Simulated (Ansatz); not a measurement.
**rocksalt-structured EuO: one cell, several electronic states**

All numbers are calculated (LDA+U, U_eff = 8.0 eV (Dudarev form) on Eu f, fully localised double counting, scalar-relativistic datasets, 420 eV, PAW set soft_2 (made for PBE), 6×6×6 mesh, Gaussian smearing of 0.05 eV) with the plane-wave PAW code Ansatz.

```yaml
crystal:
  lattice:
    - [0.00000, 2.57195, 2.57195]
    - [2.57195, 0.00000, 2.57195]
    - [5.14390, 5.14390, 0.00000]
  atoms:
    - { symbol: Eu, position: [0.50000, 0.50000, 0.25000] }
    - { symbol: O, position: [0.00000, 0.00000, 0.00000] }
    - { symbol: Eu, position: [0.50000, 0.50000, 0.75000] }
    - { symbol: O, position: [0.00000, 0.00000, 0.50000] }
```

The structure type is one reported for this compound, at the reported volume. The cell shown is twice the primitive one, so that more magnetic patterns fit.

Cell and atoms stay fixed, and the cell was started in 7 ways, of which 1 didn't converge and is left out, without spin–orbit coupling. The starts were built for 7 f electrons on Eu, a formal count that the converged states needn't keep. Starting moments of the plain starts: Eu1 7.00; Eu3 -7.00 μB (atoms counted from 1).

Energies count from the lowest free state found; constrained states (a lock kept on the moments, or spin off) can lie above or below free ones. A natural orbital (eigenvector of a shell's occupation matrix) is counted as filled above 0.75 (0.9 in a metal) and as partly filled from 0.35 up to that; ↑ and ↓ are the spin channels.

```tsv
state	reached from	ΔE (meV/atom)	gap (eV)	P (GPa)	cell spin moment (μB)	site spin moments (μB)	shell filling	Hubbard energy (eV/cell)	flags
1	typed shells with each spin channel wholly full or empty (7+0 electrons), held until the density converged; natural orbitals of the symmetric run, filled by rank; random orbitals: random mixtures, one electron more (draw 7); 2 more	0.0	1.47	-5.5	0.00	Eu 6.75, -6.75	Eu 7↑ 0↓, 6.98 e; Eu 0↑ 7↓, 6.98 e	0.42	–
2	random orbitals: pairs of harmonics, lower spin (6+1, 5+2 electrons) (draw 8)	1185.1	0.17	-6.4	4.00	Eu 6.76, -2.93	Eu 7↑ 0↓, 6.98 e; Eu 2↑ 5↓, 6.96 e	0.55	occupations loosely converged
```

The lowest free state (state 1) has a gap of 1.47 eV. Its natural occupations are Eu1 spin up: 0.99 0.99 0.99 0.99 1.00 1.00 1.00; Eu1 spin down: 0.00 0.00 0.00 0.00 0.00 0.00 0.00; Eu3 spin up: 0.00 0.00 0.00 0.00 0.00 0.00 0.00; Eu3 spin down: 0.99 0.99 0.99 0.99 1.00 1.00 1.00.

State 2 lies 1185.1 meV/atom higher, or 4.74 eV per cell. It has a gap of 0.17 eV; natural occupations Eu1 spin up: 0.99 0.99 0.99 0.99 1.00 1.00 1.00; Eu1 spin down: 0.00 0.00 0.00 0.00 0.00 0.00 0.00; Eu3 spin up: 0.00 0.00 0.00 0.00 0.00 0.98 0.99; Eu3 spin down: 0.00 0.00 0.99 0.99 0.99 1.00 1.00. On Eu3, N↑ − N↓ is 3.00 in size in state 2 against 6.95 in state 1: with fewer parallel spins, state 2 lacks part of the exchange energy behind Hund's first rule. With J = 0 the Hubbard energy is (U/2) Σ λ(1 − λ), a penalty on fractional natural occupations. The sums Σ λ(1 − λ) over the cell's shells are 0.11 for state 1 and 0.14 for state 2, which at U/2 = 4.00 eV give 0.42 and 0.55 eV per cell. The two differ by 0.13 eV, within U times the program's tolerance on the occupations (0.02), so the Hubbard term itself makes little of the difference of 4.74 eV per cell, though U shapes both states.

Every start opposed the Eu moments, so their parallel order wasn't tried.

Opposed moments on the two ions of this cell turn 6 of the 12 nearest magnetic neighbours at 3.64 Å against each other; some of these neighbours are also nearest neighbours of each other, so no collinear order can turn them all.

In the lowest free state the fixed cell carries a pressure of -5.5 GPa (the cell is larger than this level of theory would relax to); relaxing would change energies and could change the order of close states.

The lowest state found needn't be the ground state of this level of theory. In the lowest free state the Eu 4f shell holds 6.98 electrons, the count of the divalent ion that the formula's charges ask for. Spin–orbit coupling is left out, although for these shells it is strong enough to reorder states. The value of U was drawn from a range and not derived for this compound; another value can change gaps, moments and the order of states. Gaps are Kohn–Sham gaps over the k-mesh alone and may be smaller between its points. Site moments are integrated in small spheres and here fall short of the shell's N↑ − N↓.
